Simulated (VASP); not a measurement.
# Rb (I4_1/amd) in VASP: runs at scaled volumes

Single points of Rb at other volumes, in PBE.

Program: VASP 6.6.1. These are calculated values, not measurements. Logs are shortened: lines on timing, memory, paths and dates and some standing lists are left out, and cuts for length are marked.

**1. The undisturbed crystal**

Symmetry: I4_1/amd, No. 141, tetragonal system. The conventional cell has a = 4.758 Å, b = 4.758 Å, c = 16.977 Å, α = 90.00°, β = 90.00°, γ = 90.00°.

This isn't the form of Rb at room conditions, which is bcc.

**2. Equation of state, PBE, 90.32 Å³/atom (volume scaled by 0.94)**

INCAR

```
SYSTEM = Rb
PREC = Accurate
ENCUT = 520
EDIFF = 1E-7
ISMEAR = -1
SIGMA = 0.05
LREAL = .FALSE.
LASPH = .TRUE.
NELM = 100
ALGO = Normal
ISIF = 2
LWAVE = .FALSE.
LCHARG = .FALSE.
GGA = PE
NBANDS = 16
```

KPOINTS

```
regular mesh
0
G
  8 8 8
  0 0 0
```

POSCAR

```
Rb
1.0
   -2.3304235976      2.3304235976      8.3153822339
    2.3304235976     -2.3304235976      8.3153822339
    2.3304235976      2.3304235976     -8.3153822339
Rb
2
Direct
    0.5000000000      0.5000000000      0.0000000000
    0.2500000000      0.7500000000      0.5000000000
```

Potentials or basis: VASP PAW PBE potentials, release 64 (Rb_sv).

Run with:

```console
$ cat potpaw_PBE.64/Rb_sv/POTCAR > POTCAR
$ mpirun -np 1 vasp_std > vasp.out
```

OUTCAR:

```text
SYSTEM = Rb
   PREC = Accurate
   ENCUT = 520
   EDIFF = 1E-7
   ISMEAR = -1
   LREAL = .FALSE.
   LASPH = .TRUE.
   NELM = 100
   ISIF = 2
   GGA = PE

 Found     59 irreducible k-points:

 Following reciprocal coordinates:
            Coordinates               Weight
  0.000000  0.000000  0.000000      1.000000
  0.125000 -0.000000  0.000000      8.000000
  0.250000 -0.000000  0.000000      8.000000
  0.375000 -0.000000  0.000000      8.000000
  0.500000 -0.000000  0.000000      4.000000
  0.125000  0.125000  0.000000      8.000000
   k-points           NKPTS =     59   k-points in BZ     NKDIM =     59   number of bands    NBANDS=     16
   number of dos      NEDOS =    301   number of ions     NIONS =      2
   total plane-waves  NPLWV = 343000
   dimension x,y,z NGX =    70 NGY =   70 NGZ =   70
   dimension x,y,z NGXF=   140 NGYF=  140 NGZF=  140
   ions per type =               2
   NGX,Y,Z   is equivalent  to a cutoff of  13.01, 13.01, 13.01 a.u.
   NGXF,Y,Z  is equivalent  to a cutoff of  26.02, 26.02, 26.02 a.u.
 SYSTEM =  Rb
   PREC   = accura    normal or accurate (medium, high low for compatibility)
   ISTART =      0    job   : 0-new  1-cont  2-samecut
   ICHARG =      2    charge: 1-file 2-atom 10-const
   ISPIN  =      1    spin polarized calculation?
   LNONCOLLINEAR =      F non collinear calculations
   LSORBIT =      F    spin-orbit coupling
   LASPH  =      T    aspherical Exc in radial PAW
   ENCUT  =  520.0 eV  38.22 Ry    6.18 a.u.  16.63 16.63 16.63*2*pi/ulx,y,z
   NELM   =    100;   NELMIN=  2; NELMDL= -5     # of ELM steps
   EDIFF  = 0.1E-06   stopping-criterion for ELM
   LREAL  =      F    real-space projection
   EDIFFG = 0.1E-05   stopping-criterion for IOM
   NSW    =      0    number of steps for IOM
   IBRION =     -1    ionic relax: 0-MD 1-quasi-New 2-CG
   NFREE  =      0    steps in history (QN), initial steepest desc. (CG)
   ISIF   =      2    stress and relaxation
   ISYM   =      2    0-nonsym 1-usesym 2-fastsym
   POTIM  = 0.5000    time-step for ionic-motion
   TEBEG  =    0.0;   TEEND  =   0.0 temperature during run
   PSTRESS=    0.0 pullay stress
   NELECT =      18.0000    total number of electrons
   NUPDOWN=      -1.0000    fix difference up-down
   EMIN   =  10.00;   EMAX   =-10.00  energy-range for DOS
   EFERMI =   0.00;   METHOD = LEGACY
   ISMEAR =    -1;   SIGMA  =   0.05  broadening in eV -4-tet -1-fermi 0-gaus
   EFERMI_NEDOS =   21; number of points for ismear=-14 and -15
   IALGO  =     38    algorithm
   IMIX   =      4    mixing-type and parameters
     AMIX     =   0.40;   BMIX     =  1.00
     AMIX_MAG =   1.60;   BMIX_MAG =  1.00
  volume/ion in A,a.u.               =      90.32       609.51
  Fermi-wavevector in a.u.,A,eV,Ry     =   0.758977  1.434258  7.837573  0.576045
  Thomas-Fermi vector in A             =   1.857668
   LORBIT       =      0    0 simple, 1 ext, 2 COOP (PROOUT), +10 PAW based schemes
   GGA     = PE    functional components
   LHFCALC =     F    Hartree Fock is set to
   AEXX    =    0.0000 exact exchange contribution
   IVDW    =     0    specifies the selected vdW correction
   LEPSILON=     F    determine dielectric tensor
   LRPA    =     F    only Hartree local field effects (RPA)
 non-spin polarized calculation
  energy-cutoff  :      520.00
  volume of cell :      180.64
 maximum number of plane-waves:      4911
 NGX is ok and might be reduce to    70
   NGX = 33   NGY = 33   NGZ = 33

 number of electron      18.0000000 magnetization

 Free energy of the ion-electron system (eV)
  ---------------------------------------------------
  ext. energy  EPLUGINS =         0.00000000
  ---------------------------------------------------
  free energy    TOTEN  =        -1.76274784 eV

  energy without entropy =       -1.74929123  energy(sigma->0) =       -1.75601954

 E-fermi :   0.0555     XC(G=0):  -5.4753

 val. band max:       -0.0149263365   @ k =  -0.3750  -0.3750   0.1250
 cond. band min:       0.0596026897   @ k =  -0.2500   0.3750   0.1250
 fundamental gap:      0.0745290262
 Fermi energy:         0.0555041566

 k-point     1 :       0.0000    0.0000    0.0000
  band No.  band energies     occupation
      1     -28.9394      2.00000
      2     -28.9337      2.00000
      3     -13.0966      2.00000
      4     -12.9782      2.00000
      5     -12.9782      2.00000
      6     -12.9714      2.00000
      7     -12.9714      2.00000
      8     -12.9661      2.00000
      9      -1.9394      2.00000
     10       0.1651      0.20107
     11       0.6571      0.00001
     12       2.6148      0.00000
     13       2.6211      0.00000
     14       3.1744      0.00000
     15       4.3864      0.00000
     16       4.3871      0.00000

 k-point     2 :       0.1250   -0.0000    0.0000
  band No.  band energies     occupation
      1     -28.9387      2.00000
      2     -28.9333      2.00000
      3     -13.0916      2.00000
      4     -12.9961      2.00000
      5     -12.9872      2.00000
      6     -12.9776      2.00000
      7     -12.9694      2.00000
      8     -12.9663      2.00000
      9      -1.7927      2.00000
     10       0.2046      0.09656
     11       0.8081      0.00000
     12       2.5103      0.00000
     13       2.5873      0.00000
     14       3.1548      0.00000
     15       3.9121      0.00000
     16       4.3359      0.00000

 k-point     3 :       0.2500   -0.0000    0.0000
  band No.  band energies     occupation
      1     -28.9369      2.00000
      2     -28.9324      2.00000
      3     -13.0804      2.00000
      4     -13.0360      2.00000
      5     -13.0223      2.00000
      6     -12.9756      2.00000
      7     -12.9714      2.00000
      8     -12.9648      2.00000
      9      -1.3706      2.00000
     10       0.3366      0.00721
     11       1.2011      0.00000
     12       1.9403      0.00000
     13       2.3002      0.00000
     14       3.1796      0.00000
     15       3.6450      0.00000
     16       4.2881      0.00000

 k-point     4 :       0.3750   -0.0000    0.0000
  band No.  band energies     occupation
      1     -28.9350      2.00000
      2     -28.9315      2.00000
      3     -13.0812      2.00000
      4     -13.0750      2.00000
      5     -13.0421      2.00000
      6     -12.9795      2.00000
      7     -12.9734      2.00000
      8     -12.9605      2.00000
      9      -0.7229      2.00000
     10       0.5690      0.00007
     11       1.0647      0.00000
     12       1.5284      0.00000
     13       1.9253      0.00000
     14       3.2970      0.00000
     15       3.5866      0.00000
     16       4.1655      0.00000

 k-point     5 :       0.5000   -0.0000    0.0000
  band No.  band energies     occupation
      1     -28.9341      2.00000
      2     -28.9313      2.00000
      3     -13.0925      2.00000
      4     -13.0889      2.00000
      5     -13.0397      2.00000
      6     -12.9843      2.00000
      7     -12.9724      2.00000
      8     -12.9587      2.00000
      9      -0.0620      1.82602
     10       0.3092      0.01245
     11       0.7779      0.00000
     12       1.2973      0.00000
     13       2.1010      0.00000
     14       3.3032      0.00000
     15       3.5213      0.00000
     16       4.0727      0.00000

 k-point     6 :       0.1250    0.1250    0.0000
  band No.  band energies     occupation
      1     -28.9379      2.00000
      2     -28.9330      2.00000
      3     -13.0847      2.00000
      4     -12.9984      2.00000
      5     -12.9942      2.00000
      6     -12.9855      2.00000
      7     -12.9829      2.00000
      8     -12.9683      2.00000
      9      -1.6265      2.00000
     10       0.1265      0.38947
     11       1.0803      0.00000
     12       2.4831      0.00000
     13       2.5729      0.00000
     14       3.1020      0.00000
     15       3.5960      0.00000
     16       3.9838      0.00000

 [... further k-points ...]

------------------------ aborting loop because EDIFF is reached ----------------------------------------

  FORCE on cell =-STRESS in cart. coord.  units (eV):
  Direction    XX          YY          ZZ          XY          YZ          ZX
  --------------------------------------------------------------------------------------
  -------------------------------------------------------------------------------------
  Total        0.1489471      0.1489471      0.2488658      0.0000000     -0.0000000      0.0000000
  in kB        1.3210851      1.3210851      2.2073125      0.0000000     -0.0000000      0.0000000
  external PRESSURE =       1.6164942 kB  Pullay stress =       0.0000000 kB

 VOLUME and BASIS-vectors are now :
 -----------------------------------------------------------------------------
  energy-cutoff  :      520.00
  volume of cell :      180.64
      direct lattice vectors                 reciprocal lattice vectors
    -2.330423598  2.330423598  8.315382234     0.000000000  0.214553269  0.060129527
     2.330423598 -2.330423598  8.315382234     0.214553269  0.000000000  0.060129527
     2.330423598  2.330423598 -8.315382234     0.214553269  0.214553269  0.000000000

 POSITION                                       TOTAL-FORCE (eV/Angst)
 -----------------------------------------------------------------------------------
      0.00000      0.00000      8.31538        -0.000000     -0.000000     -0.000000
      2.33042     -0.00000      4.15769         0.000000      0.000000      0.000000
 -----------------------------------------------------------------------------------
    total drift:                                0.000000      0.000000     -0.000000

  FREE ENERGIE OF THE ION-ELECTRON SYSTEM (eV)
  ---------------------------------------------------
  free  energy   TOTEN  =        -1.7627478428 eV

  energy  without entropy=       -1.7492912289  energy(sigma->0) =       -1.75601954
```

Wall time 7.4 min (1 thread of Intel Xeon Platinum 8259CL at 2.50GHz (Skylake/Cascade Lake), shared host); peak memory 0.69 GiB.

What came out:

```yaml
Free_energy: -1.7627 eV
Pressure: 0.2 GPa
Band_gap_on_the_k_mesh: none (metal or under the smearing width)
```

(Continued in part 2 of 2.)
